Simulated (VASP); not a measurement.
# Co2PtO4 in VASP: a series of runs, part 2 of 3

VASP 6.6.1. Earlier steps stand in the parts before.

## (3) Relaxation of the atoms, PBEsol+D3, collinear spin, ferromagnetic start

INCAR reads:

```
SYSTEM = Co2PtO4
ALGO = Normal ; DIPOL = 0.5 0.5 0.500
EDIFF = 1E-6 ; EDIFFG = -0.01
ENCUT = 520 ; GGA = PS
IBRION = 2 ; IDIPOL = 3
ISIF = 2 ; ISMEAR = -1
ISPIN = 2 ; IVDW = 11
LASPH = .True. ; LCHARG = .False.
LDIPOL = .True. ; LMAXMIX = 4
LORBIT = 11 ; LREAL = .False.
LWAVE = .False. ; MAGMOM = 0 0 0 0 2 2 0
NELM = 100 ; NSW = 60
PREC = Accurate ; SIGMA = 0.05
```

KPOINTS reads:

```
k-points
0
Gamma
  8 8 1
  0 0 0
```

POSCAR reads:

```
Co2PtO4
1.0
    2.8245398345      0.0000000000      0.0000000000
   -1.4122699173      2.4461232507      0.0000000000
    0.0000000000      0.0000000000     22.8788124025
O Co Pt
4 2 1
Selective dynamics
Direct
    0.0000000000      0.0000000000      0.3278142182  F F F
    0.6666666667      0.3333333333      0.4125836222  F F F
    0.6666666667      0.3333333333      0.5874163778  T T T
    0.3333333333      0.6666666667      0.6721857818  T T T
    0.3333333333      0.6666666667      0.3701989202  F F F
    0.0000000000      0.0000000000      0.6298010798  T T T
    0.6666666667      0.3333333333      0.5000000000  T T T
```

Potentials or basis: VASP PAW PBE potentials, release 64 (O, Co, Pt).

The run is started by

```sh
$ cat potpaw_PBE.64/O/POTCAR potpaw_PBE.64/Co/POTCAR potpaw_PBE.64/Pt/POTCAR > POTCAR
$ mpirun -np 1 vasp_std > vasp.out
```

OUTCAR:

```text
SYSTEM = Co2PtO4
   EDIFF = 1E-6
   EDIFFG = -0.01
   ENCUT = 520
   GGA = PS
   IBRION = 2
   ISIF = 2
   ISMEAR = -1
   ISPIN = 2
   IVDW = 11
   LASPH = .True.
   LORBIT = 11
   LREAL = .False.
   NELM = 100
   NSW = 60
   PREC = Accurate
 IVDW          = 11

 ion  position               nearest neighbor table
   1  0.000  0.000  0.328-   5 1.90   5 1.90   5 1.90
   2  0.667  0.333  0.413-   5 1.90   5 1.90   5 1.90   7 2.00
   3  0.667  0.333  0.587-   6 1.90   6 1.90   6 1.90   7 2.00
   4  0.333  0.667  0.672-   6 1.90   6 1.90   6 1.90
   5  0.333  0.667  0.370-   2 1.90   2 1.90   1 1.90   1 1.90   1 1.90   2 1.90
   6  0.000  0.000  0.630-   4 1.90   3 1.90   4 1.90   3 1.90   4 1.90   3 1.90
   7  0.667  0.333  0.500-   2 2.00   3 2.00

  LATTYP: Found a hexagonal cell.
 ALAT       =     2.8245398345
 C/A-ratio  =     8.1000140706

  Lattice vectors:

 A1 = (   2.8245398345,   0.0000000000,   0.0000000000)
 A2 = (  -1.4122699173,   2.4461232507,   0.0000000000)
 A3 = (   0.0000000000,   0.0000000000,  22.8788124025)

Analysis of symmetry for initial positions (statically):
=====================================================================
 Subroutine PRICEL returns:
 Original cell was already a primitive cell.

 Routine SETGRP: Setting up the symmetry group for a
 hexagonal supercell.

 Subroutine GETGRP returns: Found 12 space group operations
 (whereof  6 operations were pure point group operations)
 out of a pool of 24 trial point group operations.

The static configuration has the point symmetry C_3v.
 The point group associated with its full space group is D_3d.

Analysis of symmetry for dynamics (positions and initial velocities):
=====================================================================
 Subroutine PRICEL returns:
 Original cell was already a primitive cell.

 Routine SETGRP: Setting up the symmetry group for a
 hexagonal supercell.

 Subroutine GETGRP returns: Found 12 space group operations
 (whereof  6 operations were pure point group operations)
 out of a pool of 24 trial point group operations.

The dynamic configuration has the point symmetry C_3v.
[... 402 lines left out ...]
--------------------------------------- Ionic step       13  -------------------------------------------

 number of electron      52.0000007 magnetization       0.9506275

 dipolmoment           0.000000      0.000000     -0.015105 electrons x Angstroem

 Free energy of the ion-electron system (eV)
  ---------------------------------------------------
  ext. energy  EPLUGINS =         0.00000000
  ---------------------------------------------------
  free energy    TOTEN  =       -49.63358363 eV

  energy without entropy =      -49.58597250  energy(sigma->0) =      -49.60977807

 E-fermi :  -1.3092     XC(G=0):  -5.8579

 val. band max:       -1.3338312919   @ k =   0.3750   0.2500   0.0000
 cond. band min:      -1.2931670391   @ k =   0.3750   0.2500   0.0000
 fundamental gap:      0.0406642528
 Fermi energy:        -1.3091645953

 spin component 1

 k-point     1 :       0.0000    0.0000    0.0000
  band No.  band energies     occupation
      1     -22.0070      1.00000
      2     -21.7422      1.00000
      3     -19.6731      1.00000
      4     -19.3721      1.00000
      5      -9.6150      1.00000
      6      -8.1294      1.00000
[... 349 lines left out ...]
     32       5.1167      0.00000
     33       6.7719      0.00000
 Fermi energy:        -1.3091645953

 spin component 2

 k-point     1 :       0.0000    0.0000    0.0000
  band No.  band energies     occupation
      1     -21.9532      1.00000
      2     -21.6889      1.00000
      3     -19.5645      1.00000
      4     -19.2776      1.00000
      5      -9.5468      1.00000
      6      -8.0903      1.00000
[... 349 lines left out ...]
     32       5.1394      0.00000
     33       6.7979      0.00000

------------------------ aborting loop because EDIFF is reached ----------------------------------------

 vacuum level on the upper side and lower side of the slab       (xc-potential included)        -0.249         0.144

 Edisp (eV)   -1.18312

 E8    (eV) :    -0.7954

  FORCE on cell =-STRESS in cart. coord.  units (eV):
  Direction    XX          YY          ZZ          XY          YZ          ZX
  --------------------------------------------------------------------------------------
  -------------------------------------------------------------------------------------
  Total      -3.99638    -3.99638    -1.47947     0.00000    -0.00000     0.00000
  in kB     -40.50589   -40.50589   -14.99536     0.00000    -0.00000     0.00000
  external pressure =      -32.00 kB  Pullay stress =        0.00 kB
[... 22 lines left out ...]
  FREE ENERGIE OF THE ION-ELECTRON SYSTEM (eV)
  ---------------------------------------------------
  free  energy   TOTEN  =       -50.8166996170 eV

  energy  without entropy=      -50.7690884888  energy(sigma->0) =      -50.79289405

 reached required accuracy - stopping structural energy minimisation

 vacuum level on the upper side and lower side of the slab         5.971         6.380

 total charge

# of ion       s       p       d       tot
------------------------------------------
    1        1.583   3.304   0.000   4.887
    2        1.553   3.445   0.000   4.998
    3        1.554   3.442   0.000   4.996
    4        1.579   3.351   0.000   4.930
    5        0.447   0.691   7.286   8.423
    6        0.463   0.726   7.314   8.502
    7        0.656   0.598   7.983   9.237
--------------------------------------------------
tot          7.836  15.556  22.583  45.975

 magnetization (x)

# of ion       s       p       d       tot
------------------------------------------
    1        0.001   0.060   0.000   0.061
    2        0.000   0.021   0.000   0.021
    3        0.000   0.019   0.000   0.019
    4        0.001   0.077   0.000   0.078
    5        0.003   0.007   0.346   0.356
    6        0.004   0.007   0.336   0.347
    7        0.003   0.002   0.028   0.032
--------------------------------------------------
tot          0.012   0.192   0.709   0.914
```

CONTCAR:

```text
Co2PtO4
   1.00000000000000
     2.8245398344999999    0.0000000000000000    0.0000000000000000
    -1.4122699173000000    2.4461232506999999    0.0000000000000000
     0.0000000000000000    0.0000000000000000   22.8788124024999995
  O               Co              Pt
     4     2     1
Selective dynamics
Direct
     0.0000000000000000    0.0000000000000000    0.3278142181999968   F   F   F
     0.6666666667000030    0.3333333332999970    0.4125836222000032   F   F   F
     0.6666666667000030    0.3333333332999970    0.5858632353410441   T   T   T
     0.3333333332999970    0.6666666667000030    0.6674016924868059   T   T   T
     0.3333333332999970    0.6666666667000030    0.3701989201999965   F   F   F
     0.0000000000000000    0.0000000000000000    0.6291853271703772   T   T   T
     0.6666666667000030    0.3333333332999970    0.4992486471799447   T   T   T

  0.00000000E+00  0.00000000E+00  0.00000000E+00
  0.00000000E+00  0.00000000E+00  0.00000000E+00
  0.00000000E+00  0.00000000E+00  0.00000000E+00
  0.00000000E+00  0.00000000E+00  0.00000000E+00
  0.00000000E+00  0.00000000E+00  0.00000000E+00
  0.00000000E+00  0.00000000E+00  0.00000000E+00
  0.00000000E+00  0.00000000E+00  0.00000000E+00
```

It took 44 min on 1 thread of Intel Xeon Platinum 8375C at 2.90GHz (Ice Lake), shared host; peak memory 0.46 GiB.

Results:

| Property | Result |
| --- | --- |
| Free energy | -50.8167 eV |
| Energy gained by relaxing | 11.3 meV/atom |
| Ionic steps | 13 |
| Band gap on the k mesh | none (metal or under the smearing width) |
| Net moment | 0.95 μB per cell |
| Site moments | O +0.06, +0.02, +0.08; Co +0.36, +0.35; Pt +0.03 μB |
| Valence electrons inside the program's atomic spheres | O 4.89, 5.00, 4.93; Co 8.42, 8.50; Pt 9.24 |
| Dispersion energy per atom | -0.169 eV |

Step by step:
```csv
step,energy change (eV),largest force (eV/Å),pressure (GPa)
1,0.0000,1.5692,-4.65
2,-0.0235,1.7127,-3.70
3,-0.0669,1.5707,-4.21
4,-0.0715,1.5668,-4.00
5,-0.0717,1.5652,-3.93
6,-0.0740,1.5582,-3.79
7,-0.0743,1.5549,-3.73
8,-0.0766,1.5739,-3.60
9,-0.0792,1.6262,-3.21
10,-0.0784,1.6377,-3.16
11,-0.0794,1.6297,-3.19
12,-0.0794,1.6258,-3.18
13,-0.0794,1.6282,-3.20
```

Final structure:
```yaml
crystal:
  lattice:
    - [2.82454, 0.00000, 0.00000]
    - [-1.41227, 2.44612, 0.00000]
    - [0.00000, 0.00000, 22.87881]
  atoms:
    - { symbol: O, position: [0.00000, 0.00000, 0.32781] }
    - { symbol: O, position: [0.66667, 0.33333, 0.41258] }
    - { symbol: O, position: [0.66667, 0.33333, 0.58586] }
    - { symbol: O, position: [0.33333, 0.66667, 0.66740] }
    - { symbol: Co, position: [0.33333, 0.66667, 0.37020] }
    - { symbol: Co, position: [0.00000, 0.00000, 0.62919] }
    - { symbol: Pt, position: [0.66667, 0.33333, 0.49925] }
```

Caveat: the PAW data sets were made with another functional, which shifts forces and pressure a little; semilocal functionals often make such compounds metallic where correlation or magnetic order opens a gap, which also shifts bond lengths. Spin-orbit coupling is left out, which matters for the levels of Pt.

(Part 2 of 3 ends here.)
